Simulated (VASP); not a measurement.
# Y: convergence, self-consistent run

Y, P-3m1 (no. 164), 2 atoms in the cell. RevPBE; PAW potentials Y_sv (PBE set). VASP 6.6.1. The cell is changed on purpose: last atom moved by 0.08 Å along z, cell strained by +1.5% along z.

Wanted: energy within 10 meV/atom; forces within 0.05 eV/Å.

What the run is for: forces; Accuracy asked: screening.

POSCAR:
```
Y
1.0
    3.6474000000      0.0000000000      0.0000000000
   -1.8237000000      3.1587410578      0.0000000000
    0.0000000000      0.0000000000      5.8165590000
Y
2
Direct
    0.6666666700      0.3333333300      0.7500000000
    0.3333333300      0.6666666700      0.2639601400
```

The series start from Plane-wave cutoff (eV): 270; Smearing width (eV): 0.03; k-point mesh: 12 × 12 × 7; Precision mode (PREC): Accurate; Electronic threshold (eV): 1e-6; Bands in all (NBANDS): 21; Aspherical gradient terms in the spheres (LASPH): yes; Electronic algorithm: ALGO=Normal; Density mixing: defaults; Support grid and gradient cutoff: ADDGRID=False GGA_COMPAT=False. Each series keeps the choices made before it, and each single choice may use up half of a tolerance.

## Plane-wave cutoff (eV)

| Plane-wave cutoff (eV) | Energy less reference (meV/atom) | Forces, largest deviation (eV/Å) | SCF iterations | Time (s) |
|---|---|---|---|---|
| 160 | 15 | 0.063 | 15 | 12 |
| 200 | 19 | 0.000 | 14 | 20 |
| 240 | 12 | 0.000 | 13 | 21 |
| 270 | 7 | 0.003 | 13 | 24 |
| 310 | 3 | 0.003 | 13 | 26 |
| 360 | 1 | 0.001 | 13 | 30 |
| 430 | 1 | 0.000 | 13 | 48 |
| 540 | 0 | 0.000 | 13 | 59 |
| 600 (reference) | 0 | 0.000 | 13 | 84 |

Chosen: 310, the loosest value from which every tighter one stays within half of the tolerance.

## Smearing width (eV)

| Smearing width (eV) | Energy less reference (meV/atom) | Forces, largest deviation (eV/Å) | SCF iterations | Time (s) |
|---|---|---|---|---|
| 0.15 | -7 | 0.009 | 13 | 37 |
| 0.1 | -3 | 0.004 | 13 | 28 |
| 0.07 | -1 | 0.002 | 13 | 28 |
| 0.05 | -1 | 0.001 | 13 | 28 |
| 0.03 | 0 | 0.001 | 13 | 26 |
| 0.02 (reference) | 0 | 0.000 | 13 | 28 |

Chosen: 0.1.

## k-point mesh

| k-point mesh | Energy less reference (meV/atom) | Forces, largest deviation (eV/Å) | SCF iterations | Time (s) |
|---|---|---|---|---|
| 4 × 4 × 2 | 14 | 0.044 | 13 | 6.1 |
| 5 × 5 × 3 | 21 | 0.007 | 13 | 6.7 |
| 6 × 6 × 4 | -6 | 0.007 | 13 | 9.1 |
| 8 × 8 × 4 | -2 | 0.000 | 13 | 12 |
| 10 × 10 × 5 | 1 | 0.002 | 13 | 16 |
| 12 × 12 × 7 | 0 | 0.000 | 13 | 28 |
| 14 × 14 × 8 | 0 | 0.000 | 13 | 44 |
| 16 × 16 × 9 (reference) | 0 | 0.000 | 13 | 54 |

Chosen: 8 × 8 × 4.

## Precision mode (PREC)

| Precision mode (PREC) | Energy less reference (meV/atom) | Forces, largest deviation (eV/Å) | SCF iterations | Time (s) |
|---|---|---|---|---|
| Low | 0 | 0.000 | 13 | 7.9 |
| SingleN | 0 | 0.001 | 13 | 7.7 |
| Normal | 0 | 0.000 | 13 | 8.2 |
| Accurate (reference) | 0 | 0.000 | 13 | 12 |

Chosen: Low.

## Electronic threshold (eV)

| Electronic threshold (eV) | Energy less reference (meV/atom) | Forces, largest deviation (eV/Å) | SCF iterations | Time (s) |
|---|---|---|---|---|
| 0.001 | 0 | 0.002 | 9 | 6.2 |
| 0.0001 | 0 | 0.000 | 11 | 7.4 |
| 1e-5 | 0 | 0.000 | 11 | 7.3 |
| 1e-6 | 0 | 0.000 | 13 | 7.9 |
| 1e-7 | 0 | 0.000 | 15 | 8.9 |
| 1e-8 (reference) | 0 | 0.000 | 17 | 10 |

Chosen: 0.001.

## Bands in all (NBANDS)

| Bands in all (NBANDS) | Energy less reference (meV/atom) | Forces, largest deviation (eV/Å) | SCF iterations | Time (s) |
|---|---|---|---|---|
| 12 | 0 | 0.005 | 9 | 4.1 |
| 13 | 0 | 0.002 | 9 | 4.9 |
| 15 | 0 | 0.001 | 10 | 5.2 |
| 17 | 0 | 0.000 | 9 | 4.9 |
| 21 | 0 | 0.001 | 9 | 6.2 |
| 31 (reference) | 0 | 0.000 | 9 | 7.6 |

Chosen: 12.

## Aspherical gradient terms in the spheres (LASPH)

| Aspherical gradient terms in the spheres (LASPH) | Energy less reference (meV/atom) | Forces, largest deviation (eV/Å) | SCF iterations | Time (s) |
|---|---|---|---|---|
| yes | 0 | 0.000 | 9 | 4.1 |
| no | 0 | 0.000 | 9 | 2.3 |

Chosen: yes; no would be accurate enough too and is faster here.

## Electronic algorithm

| Electronic algorithm | Energy less reference (meV/atom) | Forces, largest deviation (eV/Å) | SCF iterations | Time (s) |
|---|---|---|---|---|
| ALGO=Normal | 0 | 0.000 | 9 | 4.1 |
| ALGO=Fast | 0 | 0.011 | 11 | 4.9 |
| ALGO=VeryFast | 102 | 0.111 | 54 | 21 |
| ALGO=All ISEARCH=1 | 1 | 0.013 | 12 | 7.5 |
| ALGO=All ISEARCH=0 | 1 | 0.013 | 12 | 7.4 |
| ALGO=Damped TIME=0.4 | no result | no result | 120 | 44 |
| ALGO=Damped TIME=0.1 | no result | no result | 120 | 42 |
| ALGO=Old Fast | 0 | 0.002 | 10 | 4.4 |

Chosen: ALGO=Normal; no other choice that stays within half of the tolerance saves 30 % of the time.

## Density mixing

| Density mixing | Energy less reference (meV/atom) | Forces, largest deviation (eV/Å) | SCF iterations | Time (s) |
|---|---|---|---|---|
| defaults | 0 | 0.000 | 9 | 4.1 |
| WC=0 | 0 | 0.004 | 10 | 4.5 |
| BMIX=0.5 | 0 | 0.002 | 10 | 4.4 |
| AMIX=0.6 | 0 | 0.027 | 9 | 4.2 |
| AMIX=0.4 IMIX=1 | 1 | 0.008 | 9 | 4.3 |
| BMIX=0.0001 | 0 | 0.017 | 10 | 5.0 |
| MAXMIX=-10 | 0 | 0.000 | 9 | 3.9 |

Chosen: defaults.

## Support grid and gradient cutoff

| Support grid and gradient cutoff | Energy less reference (meV/atom) | Forces, largest deviation (eV/Å) | SCF iterations | Time (s) |
|---|---|---|---|---|
| ADDGRID=False GGA_COMPAT=False | 0 | 0.000 | 9 | 4.1 |
| ADDGRID=True GGA_COMPAT=False | 0 | 0.000 | 9 | 4.1 |
| ADDGRID=False GGA_COMPAT=True | 0 | 0.000 | 9 | 3.9 |

Chosen: ADDGRID=False GGA_COMPAT=False.

## All choices together

| Input | Energy less reference (meV/atom) | Forces, largest deviation (eV/Å) | Time (s) |
|---|---|---|---|
| the program's defaults (naive) | 45 | 0.017 | 1.4 |
| chosen settings | -1 | 0.015 | 4.1 |
| reference settings throughout | 0 | 0.000 | 241 |

The tolerance is met.

Values of the reference run: Forces: 0, 0, 0.2574, 0, 0, -0.2574 eV/Å.

## The input

INCAR:
```
  GGA = RE
  ISMEAR = -1
  SIGMA = 0.1
  LWAVE = F
  LCHARG = F
  ISIF = 2
  PREC = Low
  LASPH = T
  LREAL = F
  ALGO = Normal
  EDIFF = 0.001
  NELM = 120
  GGA_COMPAT = F
  ENCUT = 310
  NBANDS = 12
  ADDGRID = F
```

KPOINTS:
```
Automatic mesh
0
Gamma
  8 8 4
  0 0 0
```

Commands:
```
cat potpaw_PBE.64/Y_sv/POTCAR > POTCAR
mpirun -np 1 vasp_std > vasp.out
```

The chosen input took VASP 6.6.1 4.1 s on 1 core (Intel Xeon 6975P-C (Granite Rapids)), a shared host.

## An input that fails: cutoff far too low

It runs to its end, but against the unchanged starting input it is off by 358 meV/atom in the energy, 0.058 eV/Å in the forces.

Changes against the starting input:
```
- NELM = 120
- ENCUT = 270
+ NELM = 73
+ ENCUT = 90
```
